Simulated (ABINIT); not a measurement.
**SnTe: GW quasiparticle levels with PBEsol**

SnTe:

```
CELL_PARAMETERS angstrom
0.00000 3.15085 3.15085
3.15085 0.00000 3.15085
3.15085 3.15085 0.00000
ATOMIC_POSITIONS crystal
Te 0.50000 0.50000 0.50000
Sn 0.00000 0.00000 0.00000
```

| Quantity | Value |
| --- | --- |
| Program | ABINIT 10.8.3 (patched build) |
| Task | GW quasiparticle levels |
| Functional | PBEsol |
| Potentials or basis | PseudoDojo NC SR PBEsol v0.4.1 standard |
| Cutoff | 925 eV |
| k mesh | 4 × 4 × 4 |
| Occupations | fixed |
| Spin | no spin polarisation |
| Cutoff of the screening (Ha) | 5 |
| Bands in the sums | 84 |
| Wave-function cutoff in the screening (Ha) | 20 |
| Iterations | 3 |
| Scheme | scCOHSEX+G0W0 |
| Bands updated | 23 |
| Frequency treatment | Godby-Needs plasmon pole |

| Property | Result |
| --- | --- |
| Band gap on the k mesh, mean-field level | 0.14 eV, direct |
| Quasiparticle gap | 0.31 eV |
| Least direct quasiparticle gap | 0.31 eV |

Quasiparticle gap after each update of the energies (eV): 0.26, 0.56, 0.60, 0.31

It took 45 min on 1 thread of Arm Neoverse V2, with other jobs on the host, peak memory 0.68 GiB.

Caveat: the k mesh is coarse (spacing up to 0.43 Å⁻¹), so the values aren't converged; the k mesh is coarse for a many-body step; a filled d shell is in the valence without the s and p states of its shell, which makes GW gaps too small, often by several tenths of an eV; spin-orbit coupling is left out, which moves the levels of the heavy elements. A k mesh can miss the band edges.
